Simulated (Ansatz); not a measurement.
# BiTe: zone-centre modes under pressure

BiTe, Fm-3m, a = 6.510 Å. The structure is a COD entry; whether it is the stable form wasn't checked. Ansatz: PBE, PAW, 420 eV, Γ-centred 12×12×12 mesh on 2 atoms, Fermi-Dirac smearing 0.15 eV; no spin polarisation. Cell and atoms are relaxed at each pressure with the symmetry kept; optical modes at Γ by linear response, in cm⁻¹, the highest.

```tsv
P (GPa)	V (Å³/atom)	ω1
0	34.483	85.2
5	31.574	?
15	28.152	145.8
```

Task: Get the mode's Grüneisen parameter γ = −d ln ω/d ln V from the other rows and predict the missing frequency.

Result: ln(V/V0) = 0.0000, -0.0881, -0.2028; a line through ln(ω/ω0) of the 2 known rows gives ω1: γ = 2.649, predicted 107.6, computed 111.9. The miss is 3.8 %: γ isn't constant over this range. In a metal these frequencies hang on the mesh and smearing.

Spin–orbit coupling is left out, which can shift energies with elements as heavy as these.